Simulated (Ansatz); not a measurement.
Cu2O (Cuprite) in Ansatz: the effect of functional

Cu2O (Cuprite):

```
Cu O
1.0
     4.20243    0.00000    0.00000
     0.00000    4.20243    0.00000
     0.00000    0.00000    4.20243
Cu O
4 2
Direct
  0.75000 0.25000 0.75000
  0.75000 0.75000 0.25000
  0.25000 0.75000 0.75000
  0.25000 0.25000 0.25000
  0.50000 0.50000 0.50000
  0.00000 0.00000 0.00000
```

The cell isn't the ideal one: volume scaled by 0.96.

Alike in all runs:

- Program: Ansatz 0.2.0
- Task: single point
- Potentials or basis: Ansatz PAW
- k mesh: 6 × 6 × 6
- Occupations: fermi-dirac, width 0.05 eV
- Spin: no spin polarisation

Problem. One run gave: gap on the mesh 0.63 eV; pressure 8.9 GPa. Which functional did it use?
A. LDA
B. r2SCAN
C. PBEsol
D. PBE

Solution. D.

```tsv
functional	cutoff	gap on the mesh (eV)	pressure (GPa)
PBEsol	420 eV (not typed: the program's choice for these potentials)	0.60	2.0
LDA	420 eV (not typed: the program's choice for these potentials)	0.64	-3.6
r2SCAN	500 eV (not typed: the program's choice for these potentials)	0.87	4.2
PBE	420 eV (not typed: the program's choice for these potentials)	0.63	8.9
```

Caveats: the PAW data sets come from PBE, with cores solved anew for the run's functional, which leaves a small shift of forces and pressure (some runs).

A k mesh can miss the band edges.
